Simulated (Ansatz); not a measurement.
**One atom moved along a line in SnO2**

The calculation used DFT LDA, scalar-relativistic, plane waves, PAW (Ansatz 0.2.0). Cutoff 420 eV, Γ-centred 6×6×8 k-points, Gaussian smearing of 0.05 eV. No spin polarisation. Energies are free energies at this smearing, counted from the undisturbed cell; pressure is positive in compression.

The undisturbed cell (relaxed at this level):

```
Sn O
1.0
     4.72127    0.00000    0.00000
     0.00000    4.72425    0.00000
     0.00000    0.00000    3.19002
Sn O
2 4
Direct
  0.50000 0.50000 0.50000
  0.00000 0.00000 0.00000
  0.30557 0.30657 0.00000
  0.80557 0.19343 0.50000
  0.19443 0.80657 0.50000
  0.69443 0.69343 0.00000
```

Atom 1 (Sn) is moved by x along the Cartesian unit vector (0.000, 1.000, 0.000); the cell and all other atoms stay fixed.

| x (Å) | ΔE (meV/cell) | force along x on the moved atoms (eV/Å) | gap on the mesh (eV) |
| --- | --- | --- | --- |
| -0.1000 | 120.8 | 2.41 | 1.06 |
| -0.0500 | 30.2 | 1.21 | 1.13 |
| 0.0000 | 0.0 | 0.00 | 1.16 |
| 0.0250 | 7.6 | -0.60 | 1.15 |
| 0.0625 | 47.2 | -1.51 | 1.12 |
| 0.0750 | 68.0 | -1.81 | 1.10 |
| 0.0875 | 92.5 | -2.11 | 1.08 |

By symmetry 0.1000 repeats -0.1000, -0.0750 repeats 0.0750, 0.0500 repeats -0.0500, -0.0250 repeats 0.0250 in energy, with the opposite slope along the path.